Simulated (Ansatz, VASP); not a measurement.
# NiO in VASP and in Ansatz

```
CELL_PARAMETERS angstrom
0.00000 2.08590 2.08590
2.08590 0.00000 2.08590
2.08590 2.08590 0.00000
ATOMIC_POSITIONS crystal
Ni 0.00000 0.00000 0.00000
O 0.50000 0.50000 0.50000
```

Alike in both runs: task relaxation of cell and atoms; functional r2SCAN; dispersion rVV10; k mesh 11 × 11 × 11; occupations fermi-dirac, width 0.05 eV; collinear spin.

|  | VASP | Ansatz |
| --- | --- | --- |
| version | VASP 6.6.1 | Ansatz 0.2.0 |
| potentials or method | VASP PAW PBE potentials, release 64 (Ni, O) | Ansatz PAW |
| plane-wave cutoff (eV) | 600 | 500 |
| valence electrons in the cell | 16 | 24 |

```csv
,VASP,Ansatz,Ansatz less VASP
net moment per atom (μB),1.00,1.00,0.000
size of the moment on the site where the two differ most (μB),1.69,1.67,-0.025
relaxed volume (Å³/atom),9.10,9.10,+0.003
relaxed cell length with the largest relative difference (Å),2.952,2.953,+0.0003
```

Site moments also hang on the region over which each program counts them. The two sets of potentials don't hold the same shells in valence.

Caveats: a cell with one magnetic atom can't hold antiferromagnetic order, which such compounds often take; the PAW data sets were made with another functional, which shifts forces and pressure a little (VASP); an odd mesh through Γ misses points on the zone boundary, where band edges often lie (VASP); the magnetic or orbital state may not be the lowest (Ansatz); odd divisions of the mesh miss points on the zone boundary, where band edges often lie, so the gap on the mesh can be too wide (Ansatz); the plane-wave basis is chosen anew once the cell has moved, so the energies of steps on either side of that aren't comparable (Ansatz); the PAW data sets come from PBE, with cores solved anew for the run's functional, which leaves a small shift of forces and pressure (Ansatz). r2SCAN opens gaps a little over a GGA but as a rule still falls short of measured ones.
